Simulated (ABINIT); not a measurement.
# MgO (Fm-3m) in ABINIT: settings compared

The runs below take MgO through band structure, equation of state, with SOGGA, revPBE+D3(BJ).

Program: ABINIT 10.8.3 (patched build). These are calculated values, not measurements. Logs are shortened: lines on timing, memory, paths and dates and some standing lists are left out, and cuts for length are marked. The log counts tension as positive stress, the text compression.

**The experiment to reproduce.**

“Electronic structure of alkaline earth and post-transition metal oxides”, 2009, arxiv:0908.1581 quotes, for a bulk crystal of MgO: band gap 7.83 eV.

The runs below are set against these values where they give the same quantity.

## Step 1: Starting point

It takes space group Fm-3m (No. 225, cubic). Conventional cell: a = 4.194 Å, b = 4.194 Å, c = 4.194 Å, α = 90.00°, β = 90.00°, γ = 90.00°. Mg (site symmetry m-3m) has 6 O at 2.10 Å as nearest neighbours. O (site symmetry m-3m) has 6 Mg at 2.10 Å as nearest neighbours.

The cell is a database's computed one.

## Step 2: Band structure, SOGGA

run.abi reads:

```
ndtset 2

pp_dirpath "./"
pseudos "Mg.GGA_PBE-JTH.xml, O.GGA_PBE-JTH.xml"

acell 3*1.0 Angstrom
rprim
     0.0000000000     2.0970013927     2.0970013927
     2.0970013927     0.0000000000     2.0970013927
     2.0970013927     2.0970013927     0.0000000000
ntypat 2
znucl 12 8
natom 2
typat 1 2
xcart
     0.0000000000     0.0000000000     0.0000000000
     3.9627583152     3.9627583152     3.9627583152

ecut 23.0
pawecutdg 45.0

ixc -150130

occopt 3
tsmear 0.05 eV

nstep 100

iomode 3
prtwf 0
prteig 0
prtebands 0
enunit 1
prtden1 1
prtvha1 1
prtvclmb1 1
prtpot1 1

kptopt1 1
ngkpt1 11 11 11
nshiftk1 1
shiftk1 0.0 0.0 0.0
nband1 12
tolvrs1 1.0e-9

iscf2 -2
getden2 1
nband2 18
nbdbuf2 4
tolwfr2 1.0e-11
kptopt2 -9
ndivsm2 5
prteig2 1
kptbounds2
     0.0000000000     0.0000000000     0.0000000000
     0.5000000000     0.0000000000     0.5000000000
     0.5000000000     0.2500000000     0.7500000000
     0.3750000000     0.3750000000     0.7500000000
     0.0000000000     0.0000000000     0.0000000000
     0.5000000000     0.5000000000     0.5000000000
     0.6250000000     0.2500000000     0.6250000000
     0.5000000000     0.2500000000     0.7500000000
     0.5000000000     0.5000000000     0.5000000000
     0.3750000000     0.3750000000     0.7500000000
```

Potentials or basis: JTH PAW PBE v2.0.

Launch:

```
$ abinit run.abi > log 2>&1
```

run.abo:

```text
.Version 10.8.3 of ABINIT
 DATASET    1 : space group Fm -3 m (#225); Bravais cF (face-center cubic)
================================================================================
 Values of the parameters that define the memory need for DATASET  1.
     intxc =       0    ionmov =       0      iscf =      17    lmnmax =       8
     lnmax =       4     mgfft =      27  mpssoang =       2    mqgrid =    3001
     natom =       2  nloc_mem =       2    nspden =       1   nspinor =       1
    nsppol =       1      nsym =      48    n1xccc =       1    ntypat =       2
    occopt =       3   xclevel =       2
       mpw =         670          nfft =       19683          nkpt =          56
 PAW method is used; the additional fine FFT grid is defined by:
   mgfftf=        36    nfftf =     46656
================================================================================
================================================================================

 DATASET    2 : space group Fm -3 m (#225); Bravais cF (face-center cubic)
================================================================================
 Values of the parameters that define the memory need for DATASET  2.
     intxc =       0    ionmov =       0      iscf =      -2    lmnmax =       8
     lnmax =       4     mgfft =      27  mpssoang =       2    mqgrid =    3001
     natom =       2  nloc_mem =       2    nspden =       1   nspinor =       1
    nsppol =       1      nsym =      48    n1xccc =       1    ntypat =       2
    occopt =       3   xclevel =       2
       mpw =         670          nfft =       19683          nkpt =          87
 PAW method is used; the additional fine FFT grid is defined by:
   mgfftf=        36    nfftf =     46656
================================================================================
================================================================================

--------------------------------------------------------------------------------
------------- Echo of variables that govern the present computation ------------
--------------------------------------------------------------------------------
 -outvars: echo values of preprocessed input variables --------
            acell      1.8897261259E+00  1.8897261259E+00  1.8897261259E+00 Bohr
              amu      2.43050000E+01  1.59994000E+01
             ecut      2.30000000E+01 Hartree
           enunit           1
           getden1          0
           getden2          1
             iscf1         17
             iscf2         -2
                       outvar_i_n : Printing only first  50 k-points.
              ixc     -150130
           jdtset        1    2
                       outvar_i_n : Printing only first  50 k-points.
           kptopt1          1
           kptopt2         -9
         kptrlatt       11    0    0      0   11    0      0    0   11
          kptrlen1     6.16460521E+01
          kptrlen2     3.00000000E+01
            natom           2
            nband1         12
            nband2         18
[... 913 lines left out ...]
 Integrated electronic density in atomic spheres:
 ------------------------------------------------
 Atom  Sphere_radius  Integrated_density
    1        1.90158          8.30494312
    2        1.41465          4.57474628

================================================================================

 ----iterations are completed or convergence reached----

 Mean square residual over all n,k,spin=   35.027E-13; max=  99.327E-13
 reduced coordinates (array xred) for    2 atoms
       0.000000000000      0.000000000000      0.000000000000
       0.500000000000      0.500000000000      0.500000000000

 cartesian coordinates (angstrom) at end:
    1      0.00000000000000     0.00000000000000     0.00000000000000
    2      2.09700139270000     2.09700139270000     2.09700139270000
 length scales=  1.889726125908  1.889726125908  1.889726125908 bohr
              =  1.000000000000  1.000000000000  1.000000000000 angstroms
 Eigenvalues (   eV  ) for nkpt=  87  k points:
 kpt#   1, nband= 18, wtk=  1.00000, kpt=  0.0000  0.0000  0.0000 (reduced coord)
 -66.09699  -32.98108  -32.98108  -32.98108  -11.72345    5.56042    5.56042    5.56042
  10.22566   21.18373   21.18373   21.18373   24.91536   26.98042   26.98042   30.12339
  30.12339   30.12339
 kpt#   2, nband= 18, wtk=  1.00000, kpt=  0.0357  0.0000  0.0357 (reduced coord)
 -66.09683  -32.98224  -32.98147  -32.98147  -11.70378    5.44805    5.53924    5.53924
  10.35078   20.86369   21.23206   21.23206   25.32211   26.64184   27.02021   30.18229
  30.18229   30.42349
 kpt#   3, nband= 18, wtk=  1.00000, kpt=  0.0714  0.0000  0.0714 (reduced coord)
 -66.09634  -32.98566  -32.98264  -32.98264  -11.64566    5.14552    5.47753    5.47753
  10.69212   20.15155   21.37340   21.37340   25.86233   26.29439   27.13936   30.35969
  30.35969   31.08678
 kpt#   4, nband= 18, wtk=  1.00000, kpt=  0.1071  0.0000  0.1071 (reduced coord)
 -66.09559  -32.99109  -32.98453  -32.98453  -11.55177    4.72387    5.38034    5.38034
  11.17995   19.33200   21.59731   21.59731   24.91223   27.33719   27.54745   30.65750
  30.65750   31.83858
 kpt#   5, nband= 18, wtk=  1.00000, kpt=  0.1429  0.0000  0.1429 (reduced coord)
[... 317 lines left out ...]
  15.27784   17.62363   18.61948   23.08513   24.71381   28.85562   32.06173   34.31741
  34.72666   38.03594
 kpt#  85, nband= 18, wtk=  1.00000, kpt=  0.4028  0.4028  0.6944 (reduced coord)
 -66.08480  -33.05198  -33.02912  -33.00149  -10.12684    1.85674    2.86550    4.49857
  15.50012   17.58617   18.21808   23.35007   24.26322   29.32304   32.90050   33.93578
  34.39730   39.04778
 kpt#  86, nband= 18, wtk=  1.00000, kpt=  0.3889  0.3889  0.7222 (reduced coord)
 -66.08447  -33.04771  -33.03452  -33.00351  -10.09845    2.01462    2.67710    4.43453
  15.53311   17.57343   17.95927   23.56659   23.97133   29.91296   33.21893   33.87929
  34.08006   40.20829
 kpt#  87, nband= 18, wtk=  1.00000, kpt=  0.3750  0.3750  0.7500 (reduced coord)
 -66.08430  -33.04819  -33.03406  -33.00522  -10.08533    1.96615    2.76506    4.38351
  15.44077   17.36238   17.98182   23.72724   23.84795   30.58484   32.97008   33.80104
  34.22427   41.09526

== END DATASET(S) ==============================================================
================================================================================

 -outvars: echo values of variables after computation  --------
            acell      1.8897261259E+00  1.8897261259E+00  1.8897261259E+00 Bohr
           etotal1    -7.9581309818E+01
            fcart1    -0.0000000000E+00 -0.0000000000E+00 -0.0000000000E+00
                      -0.0000000000E+00 -0.0000000000E+00 -0.0000000000E+00
            rprim      0.0000000000E+00  2.0970013927E+00  2.0970013927E+00
                       2.0970013927E+00  0.0000000000E+00  2.0970013927E+00
                       2.0970013927E+00  2.0970013927E+00  0.0000000000E+00
           strten1    -6.9354933799E-05 -6.9354933799E-05 -6.9354933799E-05
                       0.0000000000E+00  0.0000000000E+00  0.0000000000E+00
           xangst      0.0000000000E+00  0.0000000000E+00  0.0000000000E+00
                       2.0970013927E+00  2.0970013927E+00  2.0970013927E+00
             xred      0.0000000000E+00  0.0000000000E+00  0.0000000000E+00
                       5.0000000000E-01  5.0000000000E-01  5.0000000000E-01
 Calculation completed.
```

It took 31 s on 1 thread of Arm Neoverse V2, shared host; peak memory 0.11 GiB.

Results:

```yaml
Free_energy: -2165.5178 eV
Pressure: 2.0 GPa
Band_gap_on_the_k_mesh: 4.67 eV, direct
Band_gap_along_the_path: 4.67 eV, direct
Valence_electrons_inside_the_program's_atomic_spheres: Mg 8.30; O 4.57
```

Levels at the corners of the path, in eV from the valence-band top:
| point | band 4 | band 5 | band 6 | band 7 | band 8 | band 9 | band 10 | band 11 | band 12 | band 13 |
| --- | --- | --- | --- | --- | --- | --- | --- | --- | --- | --- |
| Γ | -38.54 | -17.28 | 0.00 | 0.00 | 0.00 | 4.67 | 15.62 | 15.62 | 15.62 | 19.36 |
| X | -38.57 | -15.68 | -4.19 | -1.38 | -1.38 | 8.81 | 9.98 | 13.03 | 19.03 | 19.03 |
| W | -38.58 | -15.61 | -3.04 | -3.04 | -1.83 | 11.48 | 11.48 | 12.22 | 15.53 | 21.94 |
| K | -38.57 | -15.65 | -3.59 | -2.80 | -1.18 | 9.88 | 11.80 | 12.42 | 18.17 | 18.29 |
| Γ | -38.54 | -17.28 | 0.00 | 0.00 | 0.00 | 4.67 | 15.62 | 15.62 | 15.62 | 19.36 |
| L | -38.55 | -15.90 | -4.76 | -0.68 | -0.68 | 7.71 | 12.59 | 16.28 | 16.28 | 20.94 |
| U | -38.57 | -15.65 | -3.59 | -2.80 | -1.18 | 9.88 | 11.80 | 12.42 | 18.17 | 18.29 |
| W | -38.58 | -15.61 | -3.04 | -3.04 | -1.83 | 11.48 | 11.48 | 12.22 | 15.53 | 21.94 |
| L | -38.55 | -15.90 | -4.76 | -0.68 | -0.68 | 7.71 | 12.59 | 16.28 | 16.28 | 20.94 |
| K | -38.57 | -15.65 | -3.59 | -2.80 | -1.18 | 9.88 | 11.80 | 12.42 | 18.17 | 18.29 |

Caveat: the PAW data sets were made with another functional, which shifts forces and pressure a little.

## Step 3: Equation of state, revPBE+D3(BJ)

run.abi reads:

```
ndtset 7
getwfk -1
scalecart1 3*0.9795861087
scalecart2 3*0.9864848297
scalecart3 3*0.9932883884
scalecart4 3*1.0000000000
scalecart5 3*1.0066227096
scalecart6 3*1.0131594038
scalecart7 3*1.0196128224

pp_dirpath "./"
pseudos "Mg.GGA_PBE-JTH.xml, O.GGA_PBE-JTH.xml"

acell 5.6041865537 5.6041865537 5.6041865537
rprim
     0.0000000000     0.7071067812     0.7071067812
     0.7071067812     0.0000000000     0.7071067812
     0.7071067812     0.7071067812     0.0000000000
ntypat 2
znucl 12 8
natom 2
typat 1 2
xred
     0.0000000000     0.0000000000     0.0000000000
     0.5000000000     0.5000000000     0.5000000000

ecut 625.861884 eV
pawecutdg 45.0

kptopt 1
ngkpt 11 11 11
nshiftk 1
shiftk 0.0 0.0 0.0

ixc 14
vdw_xc 7

nband 12
occopt 3
tsmear 0.05 eV

nstep 100
tolvrs 1.0e-9

iomode 3
prtwf 1
prtden 0
prteig 0
prtebands 0
enunit 1
```

Potentials or basis: JTH PAW PBE v2.0.

Launch:

```
$ abinit run.abi > log 2>&1
```

It took 72 s on 1 thread of Arm Neoverse V2, shared host; peak memory 0.13 GiB.

It converged, with:

```
Equilibrium volume                      : 9.24 Å³/atom
Bulk modulus                            : 159 GPa
Pressure derivative of the bulk modulus : 4.1
```

Energy against volume, from the lowest point:
| volume (Å³/atom) | energy (meV/atom) |
| --- | --- |
| 8.668 | 19.34 |
| 8.853 | 8.52 |
| 9.037 | 2.23 |
| 9.221 | 0.00 |
| 9.406 | 1.48 |
| 9.590 | 6.29 |
| 9.775 | 14.10 |

Caveat: pressures at fixed basis lie under the slope of the energies; the PAW data sets were made with another functional, which shifts forces and pressure a little.

## Step 4: Comparison with measurements

Step 2. Against the measured gap of MgO, 7.83 eV (quoted in “Electronic structure of alkaline earth and post-transition metal oxides”, 2009, arxiv:0908.1581), the calculated 4.67 eV is off by -3.16 eV. The value is that of SOGGA, without temperature or zero-point motion. The cell is a database's relaxed one, not the measured one, which moves gaps too.
